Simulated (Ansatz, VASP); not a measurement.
**Be in VASP and in Ansatz**

INCAR

```
ALGO = Normal
EDIFF = 1E-6
ENCUT = 520
GGA = RE
ISIF = 2
ISMEAR = -1
LASPH = True
LCHARG = False
LREAL = False
LWAVE = False
NBANDS = 9
NELM = 80
PREC = Accurate
SIGMA = 0.1
```

KPOINTS

```
k-points
0
Gamma
  26 26 14
```

POSCAR

```
Be
1.0
    2.2518146296      0.0000000000      0.0000000000
   -1.1259073148      1.9501286738      0.0000000000
    0.0000000000      0.0000000000      3.5345188000
Be
2
Direct
    0.3333333333      0.6666666667      0.2500000000
    0.6666666667      0.3333333333      0.7500000000
```

Input for Ansatz:

```yaml
crystal:
  lattice:
    - [2.2518146296, 0.0, 0.0]
    - [-1.1259073148, 1.9501286738, 0.0]
    - [0.0, 0.0, 3.5345188]
  atoms:
    - { symbol: Be, position: [0.3333333333, 0.6666666667, 0.25] }
    - { symbol: Be, position: [0.6666666667, 0.3333333333, 0.75] }
hamiltonian:
  xc: revpbe
  pseudopotentials:
    kind: paw
    azcp:
      Be: "pseudopotentials/Be.paw.azcp"
basis:
  ecutwfc: 420
  fft_grid_basis: typed
kpoints:
  mp_grid: { grid: [26, 26, 14], shift: [0, 0, 0] }
magnetization:
  spin_polarized: false
scf:
  occupations: { method: fermi_dirac, width: 0.1 }
output:
  stress: true
```

Alike in both runs: task single point; functional revPBE; k mesh 26 × 26 × 14; occupations fermi-dirac, width 0.1 eV; no spin polarisation.

|  | VASP | Ansatz |
| --- | --- | --- |
| version | VASP 6.6.1 | Ansatz 0.2.0 |
| potentials or method | VASP PAW PBE potentials, release 64 (Be) | plane waves (420 eV) with PAW, scalar-relativistic |
| plane-wave cutoff (eV) | 520 | 420 |
| valence electrons in the cell | 4 | 4 |

Ansatz gave:

* pressure (GPa): 5.2
* largest component of the traceless stress (GPa): 1.22

Q: Which values does VASP return?

A: Pressure (GPa): 5.2; largest component of the traceless stress (GPa): 1.26.

Caveats: the PAW data sets were made with another functional, which shifts forces and pressure a little (VASP).
